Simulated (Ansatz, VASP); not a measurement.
# One calculation of Ca, two programs

The input INCAR:

```
ALGO = Normal
EDIFF = 1E-7
ENCUT = 520
GGA = PE
ISIF = 2
ISMEAR = -1
LASPH = True
LCHARG = False
LREAL = False
LWAVE = False
NBANDS = 17
NELM = 100
PREC = Accurate
SIGMA = 0.08
```

The input KPOINTS:

```
k-points
0
Gamma
  11 11 6
```

File POSCAR:

```
Ca
1.0
    4.0063579015      0.0000000000      0.0000000000
   -2.0031789507      3.4696077193      0.0000000000
    0.0000000000      0.0000000000      6.5631800663
Ca
2
Direct
    0.3333333333      0.6666666667      0.2500000000
    0.6666666667      0.3333333333      0.7500000000
```

Input for Ansatz:

```yaml
crystal:
  lattice:
    - [4.0063579015, 0.0, 0.0]
    - [-2.0031789507, 3.4696077193, 0.0]
    - [0.0, 0.0, 6.5631800663]
  atoms:
    - { symbol: Ca, position: [0.3333333333, 0.6666666667, 0.25] }
    - { symbol: Ca, position: [0.6666666667, 0.3333333333, 0.75] }
kpoints:
  mp_grid: { grid: [11, 11, 6] }
scf:
  occupations: { method: fermi_dirac, width: 0.08 }
hamiltonian:
  xc: pbe
  pseudopotentials: { kind: all_electron, lapw: { basis_error: 0.0005 } }
output:
  forces: true
  stress: true
  eigenvalues: true
```

Change from the starting cell: volume scaled by 1.02.

Alike in both runs: task single point; functional PBE; k mesh 11 × 11 × 6; occupations fermi-dirac, width 0.08 eV; no spin polarisation.

|  | VASP | Ansatz |
| --- | --- | --- |
| version | VASP 6.6.1 | Ansatz 0.2.0 |
| potentials or method | VASP PAW PBE potentials, release 64 (Ca_sv) | all-electron LAPW, scalar-relativistic |
| plane-wave cutoff (eV) | 520 | see its input |

|  | VASP | Ansatz | Ansatz less VASP |
| --- | --- | --- | --- |
| pressure (GPa) | -1.1 | -1.1 | -0.01 |

Ansatz ran all-electron here, so the differences hold the error of VASP's frozen core and of both bases.
